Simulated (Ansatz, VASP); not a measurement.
**One calculation of SnSe, two programs**

INCAR

```
SYSTEM = SnSe
PREC = Accurate
ENCUT = 520
EDIFF = 1E-6
ISMEAR = -1
SIGMA = 0.05
LREAL = .False.
LASPH = .True.
NELM = 60
ALGO = Normal
ISIF = 2
LWAVE = .False.
LCHARG = .True.
GGA = CA
LELF = .True.
LVHAR = .True.
NBANDS = 17
```

File KPOINTS:

```
regular mesh
0
Gamma
  14 14 14
  0 0 0
```

POSCAR

```
SnSe
1.0
    0.0000000000      2.7371794226      2.7371794226
    2.7371794226      0.0000000000      2.7371794226
    2.7371794226      2.7371794226      0.0000000000
Sn Se
1 1
Direct
    0.0000000000      0.0000000000      0.0000000000
    0.5000000000      0.5000000000      0.5000000000
```

Input for Ansatz:

```yaml
crystal:
  lattice:
    - [0.0, 2.7371794226, 2.7371794226]
    - [2.7371794226, 0.0, 2.7371794226]
    - [2.7371794226, 2.7371794226, 0.0]
  atoms:
    - { symbol: Sn, position: [0.0, 0.0, 0.0] }
    - { symbol: Se, position: [0.5, 0.5, 0.5] }
kpoints:
  mp_grid: { grid: [14, 14, 14] }
scf:
  occupations: { method: fermi_dirac, width: 0.05 }
hamiltonian:
  xc: lda
  pseudopotentials: { kind: paw }
output:
  forces: true
  stress: true
  eigenvalues: true
  populations: true
```

Change from the starting cell: volume scaled by 0.8, PAW files.

Alike in both runs: task single point; functional LDA; k mesh 14 × 14 × 14; occupations fermi-dirac, width 0.05 eV; no spin polarisation.

|  | VASP | Ansatz |
| --- | --- | --- |
| version | VASP 6.6.1 | Ansatz 0.2.0 |
| potentials or method | VASP PAW LDA potentials, release 64 (Sn_d, Se) | PAW with Ansatz's default frozen-core files, scalar-relativistic |
| plane-wave cutoff (eV) | 520 | 420 |
| valence electrons in the cell | 20 | 30 |

Ansatz gave:

| Item | Value |
| --- | --- |
| pressure (GPa) | 21.3 |

Task: What did VASP give for the same quantities?

Result: Pressure (GPa): 21.6.

The two sets of potentials don't hold the same shells in valence.

Caveats: so large a pressure means that the cell lies far from this level's equilibrium, or that cutoff or potentials fall short (VASP).
